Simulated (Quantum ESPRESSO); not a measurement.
Crystal: MnO.

```
Mn O
1.0
     2.97129   -1.71698    0.00000
     2.97129    1.71698    0.00000
    -1.98463    0.00000    2.81031
Mn O
1 1
Direct
  0.50020 0.50020 0.50067
  0.74980 0.74980 0.24934
```

The cell comes from a database or a generator and needn't be the stable form of this composition.

* Program: Quantum ESPRESSO 7.5
* Task: Wannier functions
* Functional: PBEsol
* Potentials or basis: PseudoDojo 0.4.1 SR PBEsol standard
* Cutoff: 1306 eV
* Density cutoff: 5225 eV
* k mesh: 7 × 7 × 7
* Occupations: fermi-dirac, width 0.05 eV
* Spin: collinear spin, ferromagnetic start
* Starting moments: [4.0, 0.0] μB
* Mixing beta: 0.3
* Most SCF iterations: 120
* SCF threshold: 4e-10 Ry
* k mesh for the Wannier functions: 5 × 5 × 5
* Projections: Mn spd, O sp

Start: atomic projections with disentanglement, frozen window up to 3.0 eV over the reference level; the lowest 4 bands are left out. The reference level is the Fermi level, or the middle of the gap.

Problem. With atomic projections with disentanglement, how many functions result, how localised are they, and how well do they interpolate the bands?

Solution. 26 functions with spreads from 0.39 to 1.19 Å², 18.9 Å² in all; they miss the direct bands by 6 meV (root mean square).

Spin up: Wannier functions:
| function | nearest atom | distance (Å) | spread (Å²) | on-site energy from the reference level (eV) |
| --- | --- | --- | --- | --- |
| 1 | 1 Mn | 0.87 | 1.14 | 5.78 |
| 2 | 1 Mn | 0.84 | 1.15 | 5.98 |
| 3 | 1 Mn | 0.87 | 1.14 | 5.86 |
| 4 | 1 Mn | 0.87 | 1.14 | 5.78 |
| 5 | 1 Mn | 0.13 | 0.60 | -0.61 |
| 6 | 1 Mn | 0.11 | 0.57 | -1.79 |
| 7 | 1 Mn | 0.10 | 0.57 | -1.68 |
| 8 | 1 Mn | 0.11 | 0.57 | -1.34 |
| 9 | 1 Mn | 0.10 | 0.56 | -1.70 |
| 10 | 2 O | 0.32 | 0.41 | -6.13 |
| 11 | 2 O | 0.33 | 0.40 | -6.13 |
| 12 | 2 O | 0.32 | 0.41 | -6.13 |
| 13 | 2 O | 0.32 | 0.41 | -6.13 |
Spin down: Wannier functions:
| function | nearest atom | distance (Å) | spread (Å²) | on-site energy from the reference level (eV) |
| --- | --- | --- | --- | --- |
| 1 | 1 Mn | 0.89 | 1.19 | 7.25 |
| 2 | 1 Mn | 0.87 | 1.19 | 7.43 |
| 3 | 1 Mn | 0.90 | 1.19 | 7.35 |
| 4 | 1 Mn | 0.89 | 1.19 | 7.24 |
| 5 | 1 Mn | 0.17 | 0.71 | 3.49 |
| 6 | 1 Mn | 0.19 | 0.72 | 2.78 |
| 7 | 1 Mn | 0.13 | 0.69 | 2.69 |
| 8 | 1 Mn | 0.16 | 0.69 | 3.23 |
| 9 | 1 Mn | 0.13 | 0.69 | 2.67 |
| 10 | 2 O | 0.32 | 0.39 | -5.58 |
| 11 | 2 O | 0.32 | 0.39 | -5.57 |
| 12 | 2 O | 0.32 | 0.39 | -5.58 |
| 13 | 2 O | 0.32 | 0.39 | -5.58 |

Parts of the spread (Å²): spin up: invariant 7.35, diagonal 0.002, off-diagonal 1.72, total 9.07; spin down: invariant 7.77, diagonal 0.004, off-diagonal 2.04, total 9.81. Against the direct bands the interpolation misses by 6 meV (root mean square) and 43 meV at most, for states up to 1 eV over the reference level.

Caveat: the k mesh is coarse; the Wannier minimisation didn't converge; a cell with one magnetic atom can't hold antiferromagnetic order, which such compounds often take; semilocal functionals often make such compounds metallic where correlation or magnetic order opens a gap, which also shifts bond lengths.
